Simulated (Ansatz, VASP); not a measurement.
## CdTe: VASP beside Ansatz

```
Cd Te
1.0
     0.00000    3.19926    3.19926
     3.19926    0.00000    3.19926
     3.19926    3.19926    0.00000
Cd Te
1 1
Cartesian
  0.0000 0.0000 0.0000
  4.7989 4.7989 4.7989
```

Alike in both runs: task single point; functional PBE; k mesh 8 × 8 × 8; occupations gaussian, width 0.02 eV; no spin polarisation.

|  | VASP | Ansatz |
| --- | --- | --- |
| version | VASP 6.6.1 | Ansatz 0.2.0 |
| potentials or method | VASP PAW PBE potentials, release 64 (Cd, Te) | scalar-relativistic, plane waves, PAW |
| plane-wave cutoff (eV) | 520 | 420 |
| valence electrons in the cell | 18 | 36 |

VASP gave:

| Item | Value |
| --- | --- |
| gap on the k mesh at the Fermi level (eV) | 0.89 |
| least direct gap on the mesh (eV) | 0.89 |
| pressure (GPa) | 4.7 |

**Question.** Which values does Ansatz return?

**Answer.** gap on the k mesh at the Fermi level (eV): 0.89; least direct gap on the mesh (eV): 0.89; pressure (GPa): 4.5.

The two sets of potentials don't hold the same shells in valence.

Caveats: spin-orbit coupling is left out, which moves the levels of the heavy elements.
